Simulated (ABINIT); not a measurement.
Runs of ABINIT 10.8.3 (patched build) on Pt. The structure is cubic, space group Fm-3m (No. 225). The conventional cell has a = 3.922 Å, b = 3.922 Å, c = 3.922 Å, α = 90.00°, β = 90.00°, γ = 90.00°. Around Pt (site symmetry m-3m) lie 12 Pt at 2.77 Å. 

```csv
task,level,potentials or basis,k mesh,cutoff (eV),dispersion computed by,fine-grid cutoff,gap on the mesh (eV),pressure (GPa)
band structure,PBE,PseudoDojo NC SR PBE v0.4.1 standard,12 × 12 × 12,1143,-,-,none,(a)
band structure,r2SCAN,JTH PAW LDA v2.0,12 × 12 × 12,653,-,1251.72 eV,none,5.0
single point,PBE,JTH PAW PBE v2.0,16 × 16 × 16,435,-,870.764 eV,none,10.9
band structure,PBE,SG15 NC PBE v1.2,12 × 12 × 12,1143,-,-,none,11.1
```

Alike in all rows: no spin polarisation; cell as given; smearing fermi-dirac 0.05 eV.

Task: Fill in the values left out.

Result: (a) 9.6.

Caveats: spin-orbit coupling is left out, which moves the levels of the heavy elements (some runs); the PAW data sets were made with another functional, which shifts forces and pressure a little (some runs).

A k mesh can miss the band edges, and the runs leave out spin-orbit coupling on Pt.

A gap of «none» marks a metal or a gap under the smearing width.

The runs don't all hold the same shells in valence.
